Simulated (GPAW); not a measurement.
# Al2Au (Fm-3m) in GPAW: single point with PBE

Aim: the single point of Al2Au with PBE.

All numbers are computed with GPAW 26.7.0; they aren't measurements. Logs are shortened: lines on timing, memory, paths and dates and some standing lists are left out, and cuts for length are marked. The log counts tension as positive stress, the text compression.

## 1. Starting point

The structure is cubic, space group Fm-3m (No. 225). The conventional cell has a = 6.000 Å, b = 6.000 Å, c = 6.000 Å, α = 90.00°, β = 90.00°, γ = 90.00°. Au (site symmetry m-3m) is surrounded by 8 Al at 2.60 Å. Al (site symmetry -43m) is surrounded by 4 Au at 2.60 Å.

## 2. Single point, PBE

run.py reads:

```python
from ase.dft.bandgap import bandgap
from ase.io import read, write
from ase.units import GPa
from gpaw import GPAW, PW

atoms = read('POSCAR')

calc = GPAW(mode=PW(450),
            xc='PBE',
            kpts={'size': (6, 6, 6), 'gamma': True},
            occupations={'name': 'fermi-dirac', 'width': 0.05},
            nbands=20,
            maxiter=120,
            txt='gpaw.txt')
atoms.calc = calc
energy = atoms.get_potential_energy()
forces = atoms.get_forces()
stress = atoms.get_stress()
calc.write('gs.gpw')
write('result.traj', atoms)
print(f'Energy: {energy:.6f} eV')
print('Forces (eV/A):')
print(forces.round(4))
print('Stress (GPa):', (stress / GPa).round(3))
print('Fermi level:', round(calc.get_fermi_level(), 4), 'eV')
print(f'Gap: {bandgap(calc)[0]:.4f} eV, direct: {bandgap(calc, direct=True)[0]:.4f} eV')
```

POSCAR reads:

```
Al2Au
1.0
    0.0000000000      3.0000000000      3.0000000000
    3.0000000000      0.0000000000      3.0000000000
    3.0000000000      3.0000000000      0.0000000000
Au Al
1 2
Direct
    0.0000000000      0.0000000000      0.0000000000
    0.7500000000      0.7500000000      0.7500000000
    0.2500000000      0.2500000000      0.2500000000
```

Potentials or basis: GPAW PAW data sets (gpaw-data 1.2.1), pw.

Command:

```console
$ OMP_NUM_THREADS=1 python run.py
```

gpaw.txt:

```text
__  _  _
 | _ |_)|_||  |
 |__||  | ||/\| - 26.7.0

Input parameters:
  mode=PW(ecut=450.00000000000006),
  kpts=MonkhorstPack(size=(6, 6, 6), gamma=True),
  maxiter=120,
  nbands=20,
  occupations=Occupations(name='fermi-dirac', width=0.05),
  xc=XC(name='PBE')

Diagonalizing LCAO Hamiltonian
Converting LCAO to pw mode

                     Al

            Al

       Au

Atoms  # Å, Bohr magnetons
|   | symbol |        x |        y |        z |    initial magnetic moments |
|---|--------|----------|----------|----------|-----------------------------|
| 0 |     Au | 0.000000 | 0.000000 | 0.000000 | ( 0.0000,  0.0000,  0.0000) |
| 1 |     Al | 4.500000 | 4.500000 | 4.500000 | ( 0.0000,  0.0000,  0.0000) |
| 2 |     Al | 1.500000 | 1.500000 | 1.500000 | ( 0.0000,  0.0000,  0.0000) |

Unit cell  # Å
| periodic |        x |        y |        z |  lengths |    angles |
|----------|----------|----------|----------|----------|-----------|
|      yes | 0.000000 | 3.000000 | 3.000000 | 4.242641 | 60.000000 |
|      yes | 3.000000 | 0.000000 | 3.000000 | 4.242641 | 60.000000 |
|      yes | 3.000000 | 3.000000 | 0.000000 | 4.242641 | 60.000000 |

Number of symmetries: 48
Symmetry operations  # r_c * U_cc + t_c -> r_c
|    | kind |            matrix            |
|----|------|------------------------------|
|  0 |  σ   |  1, 0, 0,  1, 0,-1,  1,-1, 0 |
|  1 |  C2  |  1, 0, 0,  1,-1, 0,  1, 0,-1 |
|  2 |  E   |  1, 0, 0,  0, 1, 0,  0, 0, 1 |
|  3 |  σ   |  1, 0, 0,  0, 0, 1,  0, 1, 0 |
|  4 |  C4  |  1, 0,-1,  1, 0, 0,  1,-1, 0 |
|  5 |  S6  |  1, 0,-1,  1,-1, 0,  1, 0, 0 |
|  6 |  σ   |  1, 0,-1,  0, 1,-1,  0, 0,-1 |
|  7 |  C3  |  1, 0,-1,  0, 0,-1,  0, 1,-1 |
|  8 |  S6  |  1,-1, 0,  1, 0, 0,  1, 0,-1 |
|  9 |  C4  |  1,-1, 0,  1, 0,-1,  1, 0, 0 |
| 10 |  C3  |  1,-1, 0,  0,-1, 1,  0,-1, 0 |
| 11 |  σ   |  1,-1, 0,  0,-1, 0,  0,-1, 1 |
| 12 |  σ   |  0, 1, 0,  1, 0, 0,  0, 0, 1 |
| 13 |  C4  |  0, 1, 0,  0, 1,-1, -1, 1, 0 |
| 14 |  C3  |  0, 1, 0,  0, 0, 1,  1, 0, 0 |
| 15 |  S6  |  0, 1, 0, -1, 1, 0,  0, 1,-1 |
| 16 |  C2  |  0, 1,-1,  1, 0,-1,  0, 0,-1 |
| 17 |  σ   |  0, 1,-1,  0, 1, 0, -1, 1, 0 |
| 18 |  S4  |  0, 1,-1,  0, 0,-1,  1, 0,-1 |
| 19 |  C4  |  0, 1,-1, -1, 1, 0,  0, 1, 0 |
| 20 |  C3  |  0, 0, 1,  1, 0, 0,  0, 1, 0 |
| 21 |  σ   |  0, 0, 1,  0, 1, 0,  1, 0, 0 |
| 22 |  S6  |  0, 0, 1,  0,-1, 1, -1, 0, 1 |
| 23 |  C4  |  0, 0, 1, -1, 0, 1,  0,-1, 1 |
| 24 |  S4  |  0, 0,-1,  1, 0,-1,  0, 1,-1 |
| 25 |  C3  |  0, 0,-1,  0, 1,-1,  1, 0,-1 |
| 26 |  C2  |  0, 0,-1,  0,-1, 0, -1, 0, 0 |
| 27 |  S6  |  0, 0,-1, -1, 0, 0,  0,-1, 0 |
| 28 |  S4  |  0,-1, 1,  1,-1, 0,  0,-1, 0 |
| 29 |  C4  |  0,-1, 1,  0, 0, 1, -1, 0, 1 |
| 30 |  C2  |  0,-1, 1,  0,-1, 0,  1,-1, 0 |
| 31 |  σ   |  0,-1, 1, -1, 0, 1,  0, 0, 1 |
| 32 |  C3  |  0,-1, 0,  1,-1, 0,  0,-1, 1 |
| 33 |  S6  |  0,-1, 0,  0, 0,-1, -1, 0, 0 |
| 34 |  S4  |  0,-1, 0,  0,-1, 1,  1,-1, 0 |
| 35 |  C2  |  0,-1, 0, -1, 0, 0,  0, 0,-1 |
| 36 |  C2  | -1, 1, 0,  0, 1, 0,  0, 1,-1 |
| 37 |  S6  | -1, 1, 0,  0, 1,-1,  0, 1, 0 |
| 38 |  S4  | -1, 1, 0, -1, 0, 1, -1, 0, 0 |
| 39 |  C3  | -1, 1, 0, -1, 0, 0, -1, 0, 1 |
| 40 |  S6  | -1, 0, 1,  0, 0, 1,  0,-1, 1 |
| 41 |  C2  | -1, 0, 1,  0,-1, 1,  0, 0, 1 |
| 42 |  C3  | -1, 0, 1, -1, 1, 0, -1, 0, 0 |
| 43 |  S4  | -1, 0, 1, -1, 0, 0, -1, 1, 0 |
| 44 |  C2  | -1, 0, 0,  0, 0,-1,  0,-1, 0 |
| 45 |  i   | -1, 0, 0,  0,-1, 0,  0, 0,-1 |
| 46 |  σ   | -1, 0, 0, -1, 1, 0, -1, 0, 1 |
| 47 |  C2  | -1, 0, 0, -1, 0, 1, -1, 1, 0 |

BZ-sampling:
  Number of BZ points: 216
  Number of IBZ points: 16

  Monkhorst-Pack size: [6, 6, 6]
  Monkhorst-Pack shift: [0.08333333333333333, 0.08333333333333333, 0.08333333333333333]

K-points  # in reciprocal-cell coordinates
|     |                                coordinates |     weight |
|-----|--------------------------------------------|------------|
|   0 | (  0.00000000,   0.00000000,   0.00000000) | 0.00462963 |
|   1 | (  0.16666667,   0.16666667,   0.00000000) | 0.02777778 |
|   2 | (  0.16666667,   0.16666667,   0.16666667) | 0.03703704 |
|   3 | (  0.33333333,   0.16666667,   0.16666667) | 0.05555556 |
|   4 | (  0.33333333,   0.33333333,  -0.33333333) | 0.05555556 |
|   5 | (  0.33333333,   0.33333333,   0.00000000) | 0.02777778 |
|   6 | (  0.33333333,   0.33333333,   0.16666667) | 0.11111111 |
|   7 | (  0.33333333,   0.33333333,   0.33333333) | 0.03703704 |
|   8 | (  0.50000000,   0.33333333,  -0.33333333) | 0.11111111 |
|   9 | (  0.50000000,   0.33333333,  -0.16666667) | 0.05555556 |
| ... |                                            |            |
|  15 | (  0.50000000,   0.50000000,   0.50000000) | 0.01851852 |

Plane wave coefficients: 1211
Cutoff: 450.00000000000006 eV

Spin-components: 1 (collinear spins)
Bands:           20
Projectors:      16
Spin-degeneracy: 2
Datatype:        complex128

Parallelization:
  kpt:    1
  domain: 1
  band:   1

Density:
  Valence electrons: 17.0
  Components: 1
  Grid points: [21 21 21]
  Charge: 0.0  # |e|

Potential:
  Grid points: [21 21 21]

species:
  Au:
    name:    Gold
    Z:       79.0
    valence: 11
    core:    68
    charge:  0.0  # [|e|]
    compensation charges:
      type: gauss
      rc: 0.42  # [Å]
      lmax: 2
    cutoffs:
      filter: 2.33  # [Å]
      core: 2.81  # [Å]
    projectors
    | kind |    occ | energy [eV] | rcut [Å] |
    |------|--------|-------------|----------|
    |   6s |  1.000 |      -5.728 |    1.323 |
    |   6p |  0.000 |      -0.775 |    1.323 |
    |   5d | 10.000 |      -6.891 |    1.323 |
    |    s |        |      21.484 |    1.323 |
    |    p |        |      26.436 |    1.323 |
    |    d |        |      20.321 |    1.323 |

    Using partial waves for Au as LCAO basis

  Al:
    name:    Aluminium
    Z:       13.0
    valence: 3
    core:    10
    charge:  0.0  # [|e|]
    compensation charges:
      type: gauss
      rc: 0.34  # [Å]
      lmax: 2
    cutoffs:
      filter: 1.91  # [Å]
      core: 2.36  # [Å]
    projectors
    | kind |    occ | energy [eV] | rcut [Å] |
    |------|--------|-------------|----------|
    |   3s |  2.000 |      -7.753 |    1.085 |
    |   3p |  1.000 |      -2.712 |    1.085 |
    |    s |        |      19.459 |    1.085 |
    |    p |        |      24.499 |    1.085 |
    |    d |        |       0.000 |    1.085 |

    Using partial waves for Al as LCAO basis

Reference energy: -529805.117639  # eV

eigensolver:
  PPCG
  Converge bands: occupied
  niter=2

density mixing:
  MSR1-Mixer
  Pratt-step length: 0.05
  Maximum mixing coefficient: 0.75
  Old densities: 10
  SVD Regularization: 0.005
  Good broyden scale: 1.0
  Trust region scale: 1.0
  Backstep threshold: 4.0
  History deletion threshold: 6.0
  Fourier metric: weight=20.0, sigma=0.015

occupation numbers:
  Fermi-Dirac:
    width: 0.0500  # eV

poisson solver:
  ecut: 3600.0000000000005  # eV

xc functional:
  name: PBE with 2 nearest neighbor stencil

convergence criteria:
- Maximum [total energy] change in last 3 cyles: 0.0005 eV / valence electron
- Maximum integral of absolute [dens]ity change: 0.0001 electrons / valence electron
- Maximum integral of absolute [eigenst]ate change: 4e-08 eV^2 / valence electron
maximum number of iterations: 120

SCF iterations
|iter     | |      energy | eigst |  dens |
|---------|-|-------------|-------|-------|
|iter:   1| |  -13.572361 | +0.34 |       |
|iter:   2| |  -13.050698 | -2.02 | -0.78 |
|iter:   3| |  -11.943336 | -1.27 | -0.84 |
|iter:   4| |  -11.909507 | -3.17 | -1.32 |
|iter:   5| |  -11.899868 | -3.34 | -1.63 |
|iter:   6| |  -11.899857 | -5.07 | -2.55 |
|iter:   7| |  -11.899870c| -5.38 | -2.94 |
|iter:   8| |  -11.899870c| -7.36 | -4.02c|
|iter:   9| |  -11.899871c| -7.76c| -4.34c|

Converged in 9 steps
Energy contributions relative to reference atoms: (reference = -529805.117639)

Energy contributions:
  Kinetic:          -9.373456
  Coulomb:           9.370901
  Zero:              0.260217
  External:          0.000000
  Xc:              -12.152315
  Entropy:          -0.010436
  Spinorbit:         0.000000
  ----------------------------
  Free energy:     -11.905088
  Extrapolated:    -11.899871

dipole moment: (-21.265965, -21.265965, -21.265965)  # |e|*Ang

Fermi level: 7.346
Eigenvalues  # (at kpt = [0.000, 0.000, 0.000])
| band index |      eig [eV] | occ [0-2] |
|------------|---------------|-----------|
|          0 |        -3.097 |     2.000 |
|          1 |         0.851 |     2.000 |
|          2 |         0.851 |     2.000 |
|          3 |         0.851 |     2.000 |
|          4 |         1.780 |     2.000 |
|          5 |         1.780 |     2.000 |
|          6 |         9.775 |     0.000 |
|          7 |        10.398 |     0.000 |
|          8 |        10.398 |     0.000 |
|          9 |        10.398 |     0.000 |
|         10 |        11.355 |     0.000 |
|         11 |        11.355 |     0.000 |
|         12 |        11.355 |     0.000 |
|         13 |        13.276 |     0.000 |
|        ... |               |           |
|         19 |        18.807 |     0.000 |

No gap
No difference between direct/indirect transitions

Forces  # eV/Ang
|        x |        y |        z |
|----------|----------|----------|
|  0.00000 |  0.00000 |  0.00000 |  # Au   0
| -0.00000 |  0.00000 |  0.00000 |  # Al   1
| -0.00000 | -0.00000 | -0.00000 |  # Al   2

Stress tensor  # eV/Ang^3
|         x |         y |         z |
|-----------|-----------|-----------|
| -0.022325 | -0.000000 |  0.000000 |
| -0.000000 | -0.022325 |  0.000000 |
|  0.000000 |  0.000000 | -0.022325 |

# Writing to gs.gpw (mode='')
```

Run time: 10 s. Hardware: 1 thread of Arm Neoverse V1, shared host; peak memory 0.16 GiB.

Results:

- Free energy: -11.9051 eV
- Pressure: 3.6 GPa
- Band gap on the k mesh: none (metal or under the smearing width)

Caveat: with this Au data set, volumes or pressures lay over 1.5 % or 2 GPa off other programs in two to four cells of ten; the cutoff is short for stress and forces, so pressures can be off by a GPa or more. The run has no spin-orbit coupling, so splittings on Au are missing.
